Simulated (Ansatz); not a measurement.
# TiSi2 under changes of volume

One of the cells (14.179 Å³/atom); the others are scaled copies at fixed shape and fractional positions:

```
Ti Si
1.0
     1.76511   -6.75928    0.00000
     1.76511    6.75928    0.00000
     0.00000    0.00000    3.56517
Ti Si
2 4
Direct
  0.10312 0.89688 0.25000
  0.89688 0.10312 0.75000
  0.75031 0.24969 0.25000
  0.24969 0.75031 0.75000
  0.44175 0.55825 0.25000
  0.55825 0.44175 0.75000
```

The cell comes from a database or a generator and needn't be the stable form of this composition.

| Property | Result |
| --- | --- |
| Program | Ansatz 0.2.0 |
| Functional | r2SCAN |
| Potentials or basis | Ansatz PAW |
| Cutoff | 500 eV (not typed: the program's choice for these potentials) |
| k mesh | 8 × 8 × 8 |
| Occupations | fermi-dirac, width 0.05 eV |
| Spin | no spin polarisation |

```csv
volume (Å³/atom),energy over the lowest point (meV/atom),pressure (GPa),largest force (eV/Å)
13.328,24.84,10.1,0.285
13.611,10.44,6.3,0.188
13.895,2.37,2.9,0.101
14.179,0.00,-0.2,0.022
14.462,?,?,?
14.746,10.16,-5.4,0.127
15.029,21.71,-7.6,0.176
```

**Question.** What does the run at 14.462 Å³/atom give?

**Answer.** Energy over the lowest point 2.77 meV/atom; pressure -2.9 GPa; largest force 0.074 eV/Å.

Worked out: A Birch-Murnaghan fit of order 3 (a polynomial in V^(-2/3)) to the other rows has its minimum at 14.16 Å³/atom with B0 = V·E''(V) = 146 GPa and B' = 4.2 at fixed shape and positions, which overstates the stiffness. It gives 2.76 meV/atom at 14.462 Å³/atom, against the run's 2.77, and -dE/dV = -2.9 GPa, against -2.9.

Energies are extrapolated to zero smearing.

Caveats: the PAW data sets come from PBE, with cores solved anew for the run's functional, which leaves a small shift of forces and pressure.
